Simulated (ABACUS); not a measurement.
Runs of ABACUS 3.10.1 on C. The structure is cubic, space group Fd-3m (No. 227). Conventional cell: a = 3.567 Å, b = 3.567 Å, c = 3.567 Å, α = 90.00°, β = 90.00°, γ = 90.00°. Around C (site symmetry -43m) lie 4 C at 1.54 Å. This isn't the form of C at room conditions, which is graphite.

```csv
level,share of exact exchange,range of the exchange potential (exx_ccp_rmesh_times),screening of the exchange,gap on the mesh (eV)
PBE0-type (share 0.1),0.1,2.5,-,4.96
"HSE-type (share 0.1, screening 0.11/bohr)",0.1,-,0.11 1/bohr,4.70
PBE0-type (share 0.4),0.4,2.5,-,(b)
PBE0-type (share 0.25),0.25,2.5,-,6.10
"HSE-type (share 0.4, screening 0.11/bohr)",0.4,-,0.11 1/bohr,(a)
"HSE-type (share 0.25, screening 0.11/bohr)",0.25,-,0.11 1/bohr,5.40
```

Alike in all rows: task single point; potentials or basis SG15 ONCV 1.2 PBE, DZP LCAO (the cutoffs set its grid); no spin polarisation; cell as given; k mesh 6 × 6 × 6; cutoff (eV) 1361; smearing fermi-dirac 0.05 eV; the mesh is coarse, so values aren't converged.

Question: Fill in the values left out.

Answer: (a) 6.11; (b) 7.26.

Caveats: all runs use coarse meshes; the atomic orbitals were generated for these runs and aren't a published set; gaps of hybrids in this basis differ from plane-wave ones by up to 0.1 eV; the basis of atomic orbitals isn't converged, which shifts pressures, moduli and gaps.

A k mesh can miss the band edges.
